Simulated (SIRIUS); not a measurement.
Runs of SIRIUS 7.12.0 on PtSe2 (Sudovikovite). It takes space group P-3m1 (No. 164, trigonal). The conventional cell has a = 3.724 Å, b = 3.724 Å, c = 5.062 Å, α = 90.00°, β = 90.00°, γ = 120.00°. Pt (site symmetry -3m) has 6 Se at 2.49 Å as nearest neighbours. Se (site symmetry 3m) has 3 Pt at 2.49 Å as nearest neighbours. 

```tsv
level	potentials or basis	U	k mesh	cutoff (eV)	form of the Hubbard term	hubbard projectors	start of the occupations	mesh quality	gap on the mesh (eV)	pressure (GPa)	largest force (eV/Å)
PBEsol+U	PseudoDojo 0.4.1 PBE standard (scalar relativistic)	Pt d U = 2 eV	4 × 4 × 3	1177	simplified (Dudarev)	orthogonalised atomic orbitals	the program's own	coarse	none	(c)	0.26
PBEsol	PseudoDojo 0.4.1 PBEsol standard (scalar relativistic)	-	8 × 8 × 5	1177	-	-	-	not flagged	none	2.0	(a)
PBE	PseudoDojo 0.4 PBE stringent (scalar relativistic)	-	4 × 4 × 3	1416	-	-	-	coarse	none	7.0	(b)
PBEsol	PseudoDojo 0.4.1 PBE standard (scalar relativistic)	-	4 × 4 × 3	1177	-	-	-	coarse	none	1.6	0.22
PBE	in-house norm-conserving set, PBE (scalar relativistic)	-	4 × 4 × 3	1177	-	-	-	coarse	none	7.0	0.51
PBE	PseudoDojo 0.5 PBE standard (scalar relativistic)	-	4 × 4 × 3	1177	-	-	-	coarse	none	6.9	0.50
PBE	PseudoDojo 0.4.1 PBE standard (scalar relativistic)	-	4 × 4 × 3	1177	-	-	-	coarse	none	6.9	0.50
```

Alike in all rows: task single point; no spin polarisation; cell as given; smearing fermi-dirac 0.05 eV.

Fill in the values left out.

(a) 0.33; (b) 0.48; (c) 1.7.

Caveats: some runs use coarse meshes; the potentials were made for another functional, which shifts forces and pressure (some runs); U without spin polarisation on a metal has little footing (some runs).

A k mesh can miss the band edges, and the runs leave out spin-orbit coupling on Pt, Se.

A gap of «none» marks a metal or a gap under the smearing width.

The runs don't all hold the same shells in valence.
